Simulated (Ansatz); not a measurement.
# Cu: elastic constants, part 1 of 3

How stiff is the crystal, and how unevenly? Runs: cell and atoms relaxed (PAW); reference run (PAW and crystal datasets).

Program: Ansatz 0.2.0. Level of theory: DFT PBEsol, frozen-core PAW and all-electron PAW on datasets made for the crystal («crystal datasets»), scalar-relativistic unless said. These are calculated values, not measurements.

1 further run of the same task is left out (it didn't finish).

### 1 Starting point

Symmetry: Fm-3m, No. 225, cubic system. The conventional cell has a = 3.615 Å, b = 3.615 Å, c = 3.615 Å, α = 90.00°, β = 90.00°, γ = 90.00°. Cu (site symmetry m-3m) has 12 Cu at 2.56 Å as nearest neighbours.

As a file:

```
Cu
1.0
     0.00000    1.80750    1.80750
     1.80750    0.00000    1.80750
     1.80750    1.80750    0.00000
Cu
1
Direct
  0.00000 0.00000 0.00000
```

Cartesian axes are those of the input's lattice vectors. The structure goes back to a database entry.

### 2 Cell and atoms relaxed, PAW

The input, input.yaml:

```yaml
crystal:
  lattice:
    - [0.0, 1.8075, 1.8075]
    - [1.8075, 0.0, 1.8075]
    - [1.8075, 1.8075, 0.0]
  atoms:
    - { symbol: Cu, position: [0.0, 0.0, 0.0] }
kpoints:
  mp_grid: { grid: [28, 28, 28] }
scf:
  occupations: { method: fermi_dirac, width: 0.05 }
hamiltonian:
  xc: pbesol
  pseudopotentials: { kind: paw }
relax:
  f_tol: 0.002
  max_steps: 80
  cell: {}
output:
  forces: true
  stress: true
```

Launch:

```bash
$ ansatz run input.yaml --threads 1 --pin off --max-ram 2048MiB --backend cpu --events-out ev --progress --plain --runs-dir out
```

Log:

```text
Engine: ansatz 0.2.0
Pseudopotentials: kind: paw
Pseudopotential: Cu, paw, valence charge 19, recommended cutoff 420 eV (normal), Cu.paw.azcp
Functional definition: PBEsol
  exchange = pbesol_x
  correlation = pbesol_c
Crystal: 1 atoms, lattice volume = 11.810 Å³
Basis set: ecut = 420 eV, 259 PW (Γ), exchange–correlation on 36×36×36 points (8 copies of the dense FFT grid, shifted against one another)
Bands: 14, of which v1, the nominal top of the filled ones, is band 10 counted from 1 (9 counted from 0)
Symmetry: 48 space group operations
Space group: Fm-3m (ITA 225), of the structure as read, at distance tolerance 2.3e-5 Å
k-points: 624 of 21952
Non-local potential: Cu, projectors of the file, l = 0: 3, l = 1: 2, l = 2: 3, l = 3: 1
PAW form: soft (Blöchl's): semilocal exchange-correlation on the pseudo side does not see the compensation charge
PAW frozen core: Cu, regenerated for the run's functional, and the local potential with it (the file was generated under x = pbe(κ = 0.804, μ = 0.2195149727645171), c = pbe(β = 0.06672455060314922))
PAW one-centre angular grid: Cu, 590 points (default); XC on 64 Gauss nodes
Initial density: superposition of atomic densities (neutral atoms: chi_scale 0, normalization atom), corrected by the library's trained network
Initial wavefunctions: pseudopotential atomic-orbital guess
Functional: x = pbesol(κ = 0.804, μ = 0.12345679012345678), c = pbesol(β = 0.046)
SCF iter   1: F=—  HF=-6588.770361 eV  |F-HF|=—  |Δ(HF+E_count)|=         —  Δρ=2.08e-2  dr2=2.68e-2  ethr=1.77e-3  ⟨swp⟩=5.7  Hψ=44112  notcnv=0
preconditioner: auto → none  [metal: Δε(μ)=0.023 eV  Ē_g=16.912 eV  σ=0.050 eV  W_gap=0.11  n_scr=0 (ndim 8)  ℏωp=35.8 eV  f_vac=0.000  D(μ)=0.25/eV (n_scr^D=0)]
SCF iter   2: F=—  HF=-6588.764166 eV  |F-HF|=—  |Δ(HF+E_count)|=   6.20e-3  Δρ=8.82e-4  dr2=3.20e-5  ethr=1.41e-4  ⟨swp⟩=2.8  Hψ=18812  notcnv=0  defer=174
SCF iter   3: F=—  HF=-6588.764157 eV  |F-HF|=—  |Δ(HF+E_count)|=   9.02e-6  Δρ=9.47e-4  dr2=4.42e-5  ethr=1.69e-7  ⟨swp⟩=2.0  Hψ=14682  notcnv=0  defer=174
SCF iter   4: F=—  HF=-6588.764181 eV  |F-HF|=—  |Δ(HF+E_count)|=   2.42e-5  Δρ=7.51e-5  dr2=2.82e-7  ethr=1.69e-7  ⟨swp⟩=1.0  Hψ=8567  notcnv=0  defer=174
iter 5 did not close the SCF: its close was put off for the readings that it lacked (scf_convergence_deferred on its scf_iter line)
SCF iter   5: F=-6588.764181 eV  HF=-6588.764181 eV  |F-HF|=1.08e-10  |Δ(HF+E_count)|=   1.81e-7  Δρ=2.98e-6  dr2=5.75e-10  ethr=1.48e-9  ⟨swp⟩=1.9  Hψ=11549  notcnv=0  defer=174
SCF iter   6: F=-6588.764181 eV  HF=-6588.764181 eV  |F-HF|=1.27e-11  |Δ(HF+E_count)|=  2.41e-10  Δρ=3.74e-7  dr2=6.28e-12  ethr=3.02e-12  ⟨swp⟩=1.4  Hψ=26004  notcnv=0
SCF 1 converged in 6 iterations: F = -6588.764181 eV  dr2 = 6.28e-12
relax step   1: F+E_penalty+E_count = -6588.76418130 eV  Δ(F+E_penalty+E_count) = +0.000e0 eV  max|allowed force component| = 0.000e0 eV/Å  Δτ_max = 0.0000 Å  P = -6.510 GPa  Ω = 11.810 Å³  (6 SCF iters, dr2 threshold 1.00e-7 eV, accepted)
Crystal: 1 atoms, lattice volume = 11.548 Å³
Basis set: ecut = 420 eV, 229 PW (Γ), exchange–correlation on 36×36×36 points (8 copies of the dense FFT grid, shifted against one another)
Initial density: handed on by an earlier stage of this run
Initial wavefunctions: those handed on with the density
iter 1 solved again at ethr=3.10e-5 eV; its pass at ethr=3.10e-3 eV (dr2=5.90e-3 eV) is discarded
SCF iter   1: F=—  HF=-6588.773728 eV  |F-HF|=—  |Δ(HF+E_count)|=         —  Δρ=8.91e-3  dr2=5.82e-3  ethr=3.10e-5  ⟨swp⟩=1.0  Hψ=57767  notcnv=0
preconditioner: auto → none  [metal: Δε(μ)=0.023 eV  Ē_g=17.230 eV  σ=0.050 eV  W_gap=0.11  n_scr=0 (ndim 8)  ℏωp=36.2 eV  f_vac=0.000  D(μ)=0.24/eV (n_scr^D=0)]
SCF iter   2: F=—  HF=-6588.772521 eV  |F-HF|=—  |Δ(HF+E_count)|=   1.21e-3  Δρ=6.79e-4  dr2=3.30e-5  ethr=3.06e-5  ⟨swp⟩=2.8  Hψ=14408  notcnv=0
SCF iter   3: F=—  HF=-6588.772466 eV  |F-HF|=—  |Δ(HF+E_count)|=   5.47e-5  Δρ=4.71e-4  dr2=2.11e-5  ethr=1.74e-7  ⟨swp⟩=2.0  Hψ=14176  notcnv=0
SCF iter   4: F=—  HF=-6588.772460 eV  |F-HF|=—  |Δ(HF+E_count)|=   6.35e-6  Δρ=5.42e-5  dr2=7.30e-8  ethr=1.11e-7  ⟨swp⟩=2.4  Hψ=12378  notcnv=0
iter 5 did not close the SCF: its close was put off for the readings that it lacked (scf_convergence_deferred on its scf_iter line)
SCF iter   5: F=-6588.772460 eV  HF=-6588.772460 eV  |F-HF|=2.73e-11  |Δ(HF+E_count)|=   2.84e-7  Δρ=9.28e-7  dr2=5.97e-11  ethr=3.84e-10  ⟨swp⟩=2.0  Hψ=14713  notcnv=0
SCF iter   6: F=-6588.772460 eV  HF=-6588.772460 eV  |F-HF|=0.00e0  |Δ(HF+E_count)|=  3.64e-12  Δρ=1.43e-7  dr2=9.30e-13  ethr=1.00e-12  ⟨swp⟩=1.3  Hψ=21161  notcnv=0
SCF 2 converged in 6 iterations: F = -6588.772460 eV  dr2 = 9.30e-13
relax step   2: F+E_penalty+E_count = -6588.77246043 eV  Δ(F+E_penalty+E_count) = -8.279e-3 eV  max|allowed force component| = 0.000e0 eV/Å  Δτ_max = 0.0000 Å  P = -3.320 GPa  Ω = 11.548 Å³  energy of the carried Pulay correction = +1.807e-4 eV  (6 SCF iters, dr2 threshold 1.00e-7 eV, accepted)
Crystal: 1 atoms, lattice volume = 11.288 Å³
iter 1 solved again at ethr=3.10e-5 eV; its pass at ethr=3.10e-3 eV (dr2=5.89e-3 eV) is discarded
SCF iter   1: F=—  HF=-6588.776420 eV  |F-HF|=—  |Δ(HF+E_count)|=         —  Δρ=9.01e-3  dr2=5.82e-3  ethr=3.10e-5  ⟨swp⟩=1.0  Hψ=57773  notcnv=0
preconditioner: auto → none  [metal: Δε(μ)=0.023 eV  Ē_g=17.507 eV  σ=0.050 eV  W_gap=0.11  n_scr=0 (ndim 8)  ℏωp=36.7 eV  f_vac=0.000  D(μ)=0.24/eV (n_scr^D=0)]
SCF iter   2: F=—  HF=-6588.775202 eV  |F-HF|=—  |Δ(HF+E_count)|=   1.22e-3  Δρ=6.95e-4  dr2=3.15e-5  ethr=3.06e-5  ⟨swp⟩=2.8  Hψ=14406  notcnv=0
SCF iter   3: F=—  HF=-6588.775150 eV  |F-HF|=—  |Δ(HF+E_count)|=   5.18e-5  Δρ=4.73e-4  dr2=2.07e-5  ethr=1.66e-7  ⟨swp⟩=2.0  Hψ=14191  notcnv=0
SCF iter   4: F=—  HF=-6588.775144 eV  |F-HF|=—  |Δ(HF+E_count)|=   6.20e-6  Δρ=5.78e-5  dr2=8.28e-8  ethr=1.09e-7  ⟨swp⟩=2.5  Hψ=11903  notcnv=0
iter 5 did not close the SCF: its close was put off for the readings that it lacked (scf_convergence_deferred on its scf_iter line)
SCF iter   5: F=-6588.775144 eV  HF=-6588.775144 eV  |F-HF|=1.02e-10  |Δ(HF+E_count)|=   3.56e-7  Δρ=2.06e-6  dr2=1.55e-10  ethr=4.36e-10  ⟨swp⟩=2.0  Hψ=14714  notcnv=0
SCF iter   6: F=-6588.775144 eV  HF=-6588.775144 eV  |F-HF|=1.82e-12  |Δ(HF+E_count)|=  8.00e-11  Δρ=1.57e-7  dr2=1.62e-12  ethr=1.00e-12  ⟨swp⟩=1.1  Hψ=25996  notcnv=0
SCF 3 converged in 6 iterations: F = -6588.775144 eV  dr2 = 1.62e-12
relax step   3: F+E_penalty+E_count = -6588.77514389 eV  Δ(F+E_penalty+E_count) = -2.683e-3 eV  max|allowed force component| = 0.000e0 eV/Å  Δτ_max = 0.0000 Å  P = +0.330 GPa  Ω = 11.288 Å³  energy of the carried Pulay correction = +3.644e-4 eV  (6 SCF iters, dr2 threshold 1.00e-7 eV, accepted)
Crystal: 1 atoms, lattice volume = 11.310 Å³
iter 1 solved again at ethr=2.31e-7 eV; its pass at ethr=3.10e-3 eV (dr2=4.39e-5 eV) is discarded
SCF iter   1: F=—  HF=-6588.775161 eV  |F-HF|=—  |Δ(HF+E_count)|=         —  Δρ=7.65e-4  dr2=4.22e-5  ethr=2.31e-7  ⟨swp⟩=1.7  Hψ=52661  notcnv=0
preconditioner: auto → none  [metal: Δε(μ)=0.022 eV  Ē_g=17.539 eV  σ=0.050 eV  W_gap=0.11  n_scr=0 (ndim 8)  ℏωp=36.6 eV  f_vac=0.000  D(μ)=0.23/eV (n_scr^D=0)]
SCF iter   2: F=—  HF=-6588.775151 eV  |F-HF|=—  |Δ(HF+E_count)|=   9.40e-6  Δρ=6.01e-5  dr2=2.19e-7  ethr=2.22e-7  ⟨swp⟩=2.2  Hψ=12024  notcnv=0
SCF iter   3: F=—  HF=-6588.775151 eV  |F-HF|=—  |Δ(HF+E_count)|=   3.65e-7  Δρ=4.03e-5  dr2=1.51e-7  ethr=1.15e-9  ⟨swp⟩=2.0  Hψ=14372  notcnv=0
iter 4 did not close the SCF: its close was put off for the readings that it lacked (scf_convergence_deferred on its scf_iter line)
SCF iter   4: F=-6588.775151 eV  HF=-6588.775151 eV  |F-HF|=2.17e-9  |Δ(HF+E_count)|=   3.90e-8  Δρ=5.44e-6  dr2=7.09e-10  ethr=7.96e-10  ⟨swp⟩=2.5  Hψ=11875  notcnv=0
iter 5 did not close the SCF: its close was put off for the readings that it lacked (scf_convergence_deferred on its scf_iter line)
SCF iter   5: F=-6588.775151 eV  HF=-6588.775151 eV  |F-HF|=1.64e-11  |Δ(HF+E_count)|=   3.06e-9  Δρ=2.73e-7  dr2=5.93e-12  ethr=3.73e-12  ⟨swp⟩=2.0  Hψ=14720  notcnv=0
SCF iter   6: F=-6588.775151 eV  HF=-6588.775151 eV  |F-HF|=9.09e-13  |Δ(HF+E_count)|=  1.82e-12  Δρ=1.60e-8  dr2=1.62e-14  ethr=1.00e-12  ⟨swp⟩=1.0  Hψ=20078  notcnv=0
SCF 4 converged in 6 iterations: F = -6588.775151 eV  dr2 = 1.62e-14
relax step   4: F+E_penalty+E_count = -6588.77515106 eV  Δ(F+E_penalty+E_count) = -7.174e-6 eV  max|allowed force component| = 0.000e0 eV/Å  Δτ_max = 0.0000 Å  P = +0.004 GPa  Ω = 11.310 Å³  energy of the carried Pulay correction = +3.488e-4 eV  (6 SCF iters, dr2 threshold 1.00e-7 eV, accepted)
Initial wavefunctions: pseudopotential atomic-orbital guess (no wavefunctions were taken with the density)
iter 1 solved again at ethr=1.07e-9 eV; its pass at ethr=3.10e-3 eV (dr2=2.04e-7 eV) is discarded
SCF iter   1: F=—  HF=-6588.774740 eV  |F-HF|=—  |Δ(HF+E_count)|=         —  Δρ=1.13e-4  dr2=1.93e-7  ethr=1.07e-9  ⟨swp⟩=3.5  Hψ=71748  notcnv=0
preconditioner: auto → none  [metal: Δε(μ)=0.022 eV  Ē_g=17.535 eV  σ=0.050 eV  W_gap=0.11  n_scr=0 (ndim 8)  ℏωp=36.6 eV  f_vac=0.000  D(μ)=0.23/eV (n_scr^D=0)]
SCF iter   2: F=—  HF=-6588.774740 eV  |F-HF|=—  |Δ(HF+E_count)|=   5.46e-7  Δρ=7.10e-5  dr2=2.36e-7  ethr=1.02e-9  ⟨swp⟩=2.0  Hψ=14343  notcnv=0
SCF iter   3: F=—  HF=-6588.774740 eV  |F-HF|=—  |Δ(HF+E_count)|=   5.19e-8  Δρ=2.94e-5  dr2=4.14e-8  ethr=1.02e-9  ⟨swp⟩=2.3  Hψ=11469  notcnv=0
SCF iter   4: F=—  HF=-6588.774740 eV  |F-HF|=—  |Δ(HF+E_count)|=   1.42e-8  Δρ=2.96e-6  dr2=2.06e-10  ethr=2.18e-10  ⟨swp⟩=2.1  Hψ=12107  notcnv=0
iter 5 did not close the SCF: its close was put off for the readings that it lacked (scf_convergence_deferred on its scf_iter line)
SCF iter   5: F=-6588.774740 eV  HF=-6588.774740 eV  |F-HF|=1.82e-12  |Δ(HF+E_count)|=  1.74e-10  Δρ=4.96e-8  dr2=9.51e-14  ethr=1.08e-12  ⟨swp⟩=2.5  Hψ=15256  notcnv=0
SCF iter   6: F=-6588.774740 eV  HF=-6588.774740 eV  |F-HF|=9.09e-13  |Δ(HF+E_count)|=  1.82e-12  Δρ=8.94e-9  dr2=1.50e-15  ethr=1.00e-12  ⟨swp⟩=3.0  Hψ=30584  notcnv=0
SCF 5 converged in 6 iterations: F = -6588.774740 eV  dr2 = 1.50e-15
relax step   5: F+E_penalty+E_count = -6588.77473996 eV  Δ(F+E_penalty+E_count) = +4.111e-4 eV  max|allowed force component| = 0.000e0 eV/Å  Δτ_max = 0.0000 Å  P = +0.043 GPa  Ω = 11.310 Å³  stress off target by 4.31e-2 GPa  SCF on the basis re-selected at this cell (its energy is not comparable with the rows above)  (6 SCF iters)
basis re-selected at this cell: Δ(F+E_penalty+E_count) = +4.111e-4 eV, ΔP = +0.039 GPa vs the last step (what re-selecting the basis moved, of the pressure what is left beyond the Pulay correction that the steps carried, after the strain that the cell walked since its last selection, with what the two solves' SCF thresholds leave and, on support functions, any second-order correction that the steps lacked; it is no measure of the basis error at this ecutwfc). This SCF's stress stands 4.31e-2 GPa from its target on what of the cell is left free (relax.cell.stress_tol is 5.00e-2 GPa) and its largest allowed force component is 0.00e0 eV/Å (relax.f_tol is 2.00e-3 eV/Å): within both
SCF converged after 6 iterations
Free energy (F): -6588.774740 eV
Harris-Foulkes:  -6588.774740 eV  (|F-HF|=9.09e-13)
Internal energy: -6588.772709 eV  (E = F + TS)
E sigma→0 (E₀):  -6588.773724 eV
Entropy (-TS):   -0.002031 eV (-2.031 meV/atom)
Fermi energy:    17.549582 eV
--- Per-component energies (eV) ---
  E_band       = -345.430077
  E_kinetic    = 300.648214
  E_local      = -3969.338553  (includes V_loc(G=0)·N_el)
  E_nonlocal   = 391.038468
  E_hartree    = 1748.254964
  E_xc         = -89.409959
  E_vxc        = -115.900825  (∫ρ·V_xc dr)
  E_paw        = -1625.777537  (= ΣΔE_a)
  E_vpaw       = -448.387526  (= ΣTr[D̂ρ^β])
  E_aug_tail   = 0.000217  (compensation charges beyond the density's cutoff)
  E_ewald      = -3344.394726
  E_core_change = 0.206202  (= ΣΔE_core)
  E_smearing   = -0.002031  (= −TS)
  E_closure    = -0.000000  (closes the sum)
  Σ components = -6588.774740   (vs F -6588.774740, Δ=0.00e0)
--- Forces (eV/Å), atoms counted from 1 ---
  atom   1  Cu    -0.00000000    -0.00000000    -0.00000000
  max |Σ_I F_I| component: 9.04e-32 eV/Å
--- Stress (GPa, compression-positive) ---
        0.043110       0.000000       0.000000
        0.000000       0.043110      -0.000000
        0.000000      -0.000000       0.043110
  P = ⅓ Tr σ = 0.0431 GPa (0.431 kbar)
--- Relaxed structure (4 steps of the walk, 4 accepted, 1 SCFs on fresh bases) ---
  F+E_penalty+E_count = -6588.77473996 eV   max|allowed force component| = 0.000e0 eV/Å   (the final SCF, on the basis selected at the relaxed cell)
  cell:  # Å, volume = 11.3098 Å³
    - [4.776911337008657e-35, 1.7815899572879454, 1.7815899572879454]
    - [1.7815899572879454, 2.1177639955553254e-34, 1.7815899572879454]
    - [1.7815899572879454, 1.7815899572879454, 1.6082267978826706e-34]
  atoms:
    - { symbol: Cu, position: [0.0, 0.0, 0.0] }
```

It took 23 s on 1 thread of Arm Neoverse V2, shared host; peak memory 0.39 GiB.

Relaxation path:

```csv
step,energy from step 1 (eV/cell),largest force component (eV/Å),pressure (GPa),volume (Å³)
1,0.0000,0.0000,-6.51,11.81
2,-0.0083,0.0000,-3.32,11.55
3,-0.0110,0.0000,0.33,11.29
4,-0.0110,0.0000,0.00,11.31
5,-0.0106,0.0000,0.04,11.31
```

Step 1 is the start. Step 5 repeats the geometry before on a plane-wave basis chosen anew for that cell, so the energy can jump there without any move; the table keeps such jumps.

| input's cell | before | after | change |
| --- | --- | --- | --- |
| a (Å) | 2.556 | 2.520 | -1.4 % |
| b (Å) | 2.556 | 2.520 | -1.4 % |
| c (Å) | 2.556 | 2.520 | -1.4 % |
| volume (Å³/atom) | 11.81 | 11.31 | -4.2 % |

(Continued in part 2 of 3.)
